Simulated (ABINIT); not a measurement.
BeS:

```
S Be
1.0
     0.00000    2.42500    2.42500
     2.42500    0.00000    2.42500
     2.42500    2.42500    0.00000
S Be
1 1
Cartesian
  3.6375 3.6375 3.6375
  0.0000 0.0000 0.0000
```

Base run:

- Program: ABINIT 10.8.3 (patched build)
- Functional: r2SCAN
- Potentials or basis: JTH PAW PBE v2.0
- Cutoff: 653 eV
- k mesh: 9 × 9 × 9
- Occupations: fermi-dirac, width 0.05 eV
- Spin: no spin polarisation

Its results: band gap on the k mesh 3.67 eV, indirect (least direct gap 6.25 eV).

**Question.** The run is repeated on the same cell with these changes: functional from r2SCAN to TB-mBJ; potentials or basis from JTH PAW PBE v2.0 to JTH PAW LDA v2.0. What comes out?

**Answer.** Band gap on the k mesh 4.20 eV, indirect (least direct gap 6.48 eV).

Caveats: the mesh misses the band edges, which the band path finds closer together; the constant c of TB-mBJ comes from the pseudo density here, which moves gaps by up to 0.3 eV between sets of potentials (some runs).
